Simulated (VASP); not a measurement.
Write the native input for VASP 6.6.1 that does the following.

```yaml
Task: single point
Functional: LDA
Potentials_or_basis: VASP PAW LDA potentials, release 64 (Na_pv, I)
Cutoff: 520 eV
k_mesh: 4 × 4 × 4
Occupations: gaussian, width 0.1 eV
Spin: no spin polarisation
Dipole_correction: no
Further_INCAR_settings: ALGO = Normal; EDIFF = 1e-07; NBANDS = 22
```

The structure of NaI lies in POSCAR:

```
NaI
1.0
    4.6222093067      0.0000000000      0.0000000000
    0.0000000000      4.2697016003      0.0000000000
    0.0000000000      0.0000000000      7.7983840000
Na I
2 2
Direct
    0.2500000000      0.5000000000      0.2750310000
    0.7500000000      0.5000000000      0.7249690000
    0.2500000000      0.0000000000      0.7424270000
    0.7500000000      0.0000000000      0.2575730000
```

Measurements of this composition are mostly on another form, of space group No. 225.

The input as run:

INCAR

```
ALGO = Normal ; EDIFF = 1E-7
ENCUT = 520 ; ISIF = 2
ISMEAR = 0 ; LASPH = True
LCHARG = True ; LELF = True
LREAL = False ; LVHAR = True
LWAVE = False ; NBANDS = 22
NELM = 100 ; PREC = Accurate
SIGMA = 0.1
```

KPOINTS

```
k-points
0
Gamma
  4 4 4
```

Potentials or basis: VASP PAW LDA potentials, release 64 (Na_pv, I).

The run is started by

```bash
$ cat potpaw_LDA.64/Na_pv/POTCAR potpaw_LDA.64/I/POTCAR > POTCAR
$ mpirun -np 1 vasp_std > vasp.out
```

It gave:

| Property | Result |
| --- | --- |
| Pressure | -1.4 GPa |
| Largest force | 0.043 eV/Å |
| Band gap on the k mesh | 2.46 eV, indirect (least direct gap 2.69 eV) |

Caveat: spin-orbit coupling is left out, which moves the levels of the heavy elements.

It took 72 s on 1 thread of Intel(R) Xeon(R) Platinum 8259CL CPU @ 2.50GHz (Skylake/Cascade Lake) (shared host), peak memory 0.24 GiB.
